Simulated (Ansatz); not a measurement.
# SiC (Moissanite) (P6_3mc) in Ansatz: a series of runs, part 2 of 2

Ansatz 0.2.0.

### Step 3. Single point, BLYP+D3(BJ), 9.72 Å³/atom (volume scaled by 0.94)

File input.yaml:

```yaml
crystal:
  lattice:
    - [3.0132068704, 0.0, 0.0]
    - [-1.5066034352, 2.6095136966, 0.0]
    - [0.0, 0.0, 4.9449506768]
  atoms:
    - { symbol: Si, position: [0.6666666667, 0.3333333333, 0.5] }
    - { symbol: Si, position: [0.3333333333, 0.6666666667, 0.0] }
    - { symbol: C, position: [0.6666666667, 0.3333333333, 0.885] }
    - { symbol: C, position: [0.3333333333, 0.6666666667, 0.385] }
hamiltonian:
  xc: blyp
  pseudopotentials: { kind: paw }
  dispersion: d3bj
kpoints:
  mp_grid: { grid: [10, 10, 5] }
scf:
  occupations: { method: fermi_dirac, width: 0.05 }
output:
  forces: true
  stress: true
  eigenvalues: true
```

Potentials or basis: Ansatz PAW.

Command:

```
$ ansatz run input.yaml --threads 2 --pin off --max-ram 5120MiB --backend cpu --events-out ev --progress --plain --runs-dir out
```

It took 1 s on 2 threads of Intel Xeon at 2.60GHz (Ice Lake), shared host; peak memory 0.38 GiB.

The run converged. Its results:

| Property | Result |
| --- | --- |
| Free energy | -1785.4804 eV |
| Pressure | 12.9 GPa |
| Largest force | 0.863 eV/Å |
| Band gap on the k mesh | 2.74 eV, indirect (least direct gap 4.47 eV) |

Caveat: odd divisions of the mesh miss points on the zone boundary, where band edges often lie, so the gap on the mesh can be too wide; the pressure holds a Pulay correction of +0.4 GPa for the finite cutoff; the PAW data sets come from PBE, with cores solved anew for the run's functional, which leaves a small shift of forces and pressure.

### Step 4. Single point, BLYP+D3(BJ), 9.93 Å³/atom (volume scaled by 0.96)

input.yaml, as its differences from that of step 3:

```diff
@@ -2,5 +2,5 @@
   lattice:
-    - [3.0132068704, 0.0, 0.0]
-    - [-1.5066034352, 2.6095136966, 0.0]
-    - [0.0, 0.0, 4.9449506768]
+    - [3.0344273363, 0.0, 0.0]
+    - [-1.5172136681, 2.6278911591, 0.0]
+    - [0.0, 0.0, 4.9797754205]
   atoms:
```

Command:

```
$ ansatz run input.yaml --threads 2 --pin off --max-ram 5120MiB --backend cpu --events-out ev --progress --plain --runs-dir out
```

It took 1.1 s on 2 threads of Intel Xeon at 2.60GHz (Ice Lake), shared host; peak memory 0.38 GiB.

It converged, with:

```
Free energy            : -1785.5329 eV
Pressure               : 7.5 GPa
Largest force          : 0.828 eV/Å
Band gap on the k mesh : 2.77 eV, indirect (least direct gap 4.42 eV)
```

Caveat: odd divisions of the mesh miss points on the zone boundary, where band edges often lie, so the gap on the mesh can be too wide; the pressure holds a Pulay correction of +0.4 GPa for the finite cutoff; the PAW data sets come from PBE, with cores solved anew for the run's functional, which leaves a small shift of forces and pressure.

### Step 5. Single point, BLYP+D3(BJ), 10.13 Å³/atom (volume scaled by 0.98)

input.yaml, as its differences from that of step 4:

```diff
@@ -2,5 +2,5 @@
   lattice:
-    - [3.0344273363, 0.0, 0.0]
-    - [-1.5172136681, 2.6278911591, 0.0]
-    - [0.0, 0.0, 4.9797754205]
+    - [3.0553550827, 0.0, 0.0]
+    - [-1.5276775413, 2.6460151191, 0.0]
+    - [0.0, 0.0, 5.0141197845]
   atoms:
```

Command:

```
$ ansatz run input.yaml --threads 2 --pin off --max-ram 5120MiB --backend cpu --events-out ev --progress --plain --runs-dir out
```

Run time: 1 s. Hardware: 2 threads of Intel Xeon at 2.60GHz (Ice Lake), shared host; peak memory 0.37 GiB.

The run converged. Its results:

- Free energy: -1785.5588 eV
- Pressure: 2.6 GPa
- Largest force: 0.795 eV/Å
- Band gap on the k mesh: 2.80 eV, indirect (least direct gap 4.37 eV)

Caveat: odd divisions of the mesh miss points on the zone boundary, where band edges often lie, so the gap on the mesh can be too wide; the pressure holds a Pulay correction of +0.4 GPa for the finite cutoff; the PAW data sets come from PBE, with cores solved anew for the run's functional, which leaves a small shift of forces and pressure.

### Step 6. Single point, BLYP+D3(BJ), 10.34 Å³/atom

input.yaml, as its differences from that of step 5:

```diff
@@ -2,5 +2,5 @@
   lattice:
-    - [3.0553550827, 0.0, 0.0]
-    - [-1.5276775413, 2.6460151191, 0.0]
-    - [0.0, 0.0, 5.0141197845]
+    - [3.076, 0.0, 0.0]
+    - [-1.538, 2.663894142, 0.0]
+    - [0.0, 0.0, 5.048]
   atoms:
@@ -22 +22,5 @@
   eigenvalues: true
+  write_density: true
+  write_potential: true
+  elf: true
+  volumetric_format: npy
```

Potentials or basis: Ansatz PAW.

Command:

```
$ ansatz run input.yaml --threads 2 --pin off --max-ram 5120MiB --backend cpu --events-out ev --progress --plain --runs-dir out
```

Wall time 1.3 s (2 threads of Intel Xeon at 2.60GHz (Ice Lake), shared host); peak memory 0.36 GiB.

The run converged. Its results:

```
Free energy            : -1785.5609 eV
Pressure               : -1.8 GPa
Largest force          : 0.763 eV/Å
Band gap on the k mesh : 2.82 eV, indirect (least direct gap 4.33 eV)
```

Caveat: odd divisions of the mesh miss points on the zone boundary, where band edges often lie, so the gap on the mesh can be too wide; the pressure holds a Pulay correction of +0.4 GPa for the finite cutoff; the PAW data sets come from PBE, with cores solved anew for the run's functional, which leaves a small shift of forces and pressure.

### Step 7. Single point, BLYP+D3(BJ), 10.55 Å³/atom (volume scaled by 1.02)

input.yaml, as its differences from that of step 6:

```diff
@@ -2,5 +2,5 @@
   lattice:
-    - [3.076, 0.0, 0.0]
-    - [-1.538, 2.663894142, 0.0]
-    - [0.0, 0.0, 5.048]
+    - [3.0963714546, 0.0, 0.0]
+    - [-1.5481857273, 2.6815363392, 0.0]
+    - [0.0, 0.0, 5.0814314379]
   atoms:
@@ -22,5 +22 @@
   eigenvalues: true
-  write_density: true
-  write_potential: true
-  elf: true
-  volumetric_format: npy
```

Command:

```
$ ansatz run input.yaml --threads 2 --pin off --max-ram 5120MiB --backend cpu --events-out ev --progress --plain --runs-dir out
```

Run time: 1.1 s. Hardware: 2 threads of Intel Xeon at 2.60GHz (Ice Lake), shared host; peak memory 0.39 GiB.

The run converged. Its results:

* Free energy: -1785.5413 eV
* Pressure: -5.7 GPa
* Largest force: 0.733 eV/Å
* Band gap on the k mesh: 2.81 eV, indirect (least direct gap 4.28 eV)

Caveat: odd divisions of the mesh miss points on the zone boundary, where band edges often lie, so the gap on the mesh can be too wide; the pressure holds a Pulay correction of +0.4 GPa for the finite cutoff; the PAW data sets come from PBE, with cores solved anew for the run's functional, which leaves a small shift of forces and pressure.

### Step 8. Single point, BLYP+D3(BJ), 10.75 Å³/atom (volume scaled by 1.04)

input.yaml, as its differences from that of step 7:

```diff
@@ -2,5 +2,5 @@
   lattice:
-    - [3.0963714546, 0.0, 0.0]
-    - [-1.5481857273, 2.6815363392, 0.0]
-    - [0.0, 0.0, 5.0814314379]
+    - [3.1164783262, 0.0, 0.0]
+    - [-1.5582391631, 2.6989494007, 0.0]
+    - [0.0, 0.0, 5.1144286705]
   atoms:
```

Command:

```
$ ansatz run input.yaml --threads 2 --pin off --max-ram 5120MiB --backend cpu --events-out ev --progress --plain --runs-dir out
```

Wall time 1.1 s (2 threads of Intel Xeon at 2.60GHz (Ice Lake), shared host); peak memory 0.38 GiB.

The run converged. Its results:

- Free energy: -1785.5022 eV
- Pressure: -9.3 GPa
- Largest force: 0.705 eV/Å
- Band gap on the k mesh: 2.77 eV, indirect (least direct gap 4.24 eV)

Caveat: odd divisions of the mesh miss points on the zone boundary, where band edges often lie, so the gap on the mesh can be too wide; the pressure holds a Pulay correction of +0.4 GPa for the finite cutoff; the PAW data sets come from PBE, with cores solved anew for the run's functional, which leaves a small shift of forces and pressure.

### Step 9. Single point, BLYP+D3(BJ), 10.96 Å³/atom (volume scaled by 1.06)

input.yaml, as its differences from that of step 8:

```diff
@@ -2,5 +2,5 @@
   lattice:
-    - [3.1164783262, 0.0, 0.0]
-    - [-1.5582391631, 2.6989494007, 0.0]
-    - [0.0, 0.0, 5.1144286705]
+    - [3.1363290418, 0.0, 0.0]
+    - [-1.5681645209, 2.7161406248, 0.0]
+    - [0.0, 0.0, 5.1470055276]
   atoms:
```

Potentials or basis: Ansatz PAW.

Command:

```
$ ansatz run input.yaml --threads 2 --pin off --max-ram 5120MiB --backend cpu --events-out ev --progress --plain --runs-dir out
```

It took 1.1 s on 2 threads of Intel Xeon at 2.60GHz (Ice Lake), shared host; peak memory 0.37 GiB.

It converged, with:

```
Free energy            : -1785.4454 eV
Pressure               : -12.6 GPa
Largest force          : 0.677 eV/Å
Band gap on the k mesh : 2.73 eV, indirect (least direct gap 4.19 eV)
```

Caveat: odd divisions of the mesh miss points on the zone boundary, where band edges often lie, so the gap on the mesh can be too wide; the pressure holds a Pulay correction of +0.3 GPa for the finite cutoff; the PAW data sets come from PBE, with cores solved anew for the run's functional, which leaves a small shift of forces and pressure.

### Step 10. Equation of state, BLYP+D3(BJ)

Potentials or basis: Ansatz PAW.

This step only gathers the single runs of the series.

Results:

```yaml
Equilibrium_volume: 10.26 Å³/atom
Bulk_modulus_at_fixed_shape_and_positions: 216 GPa
Pressure_derivative_of_the_bulk_modulus: 4.0
```

Energy against volume, from the lowest point:
| volume (Å³/atom) | energy (meV/atom) |
| --- | --- |
| 9.721 | 20.13 |
| 9.927 | 7.02 |
| 10.134 | 0.53 |
| 10.341 | 0.00 |
| 10.548 | 4.90 |
| 10.755 | 14.67 |
| 10.961 | 28.87 |

Caveat: the potentials were made for another functional, which shifts forces and pressure; the cell was scaled at fixed shape and fractional positions, which overstates the stiffness of a crystal with free parameters, most of all of layers and chains.
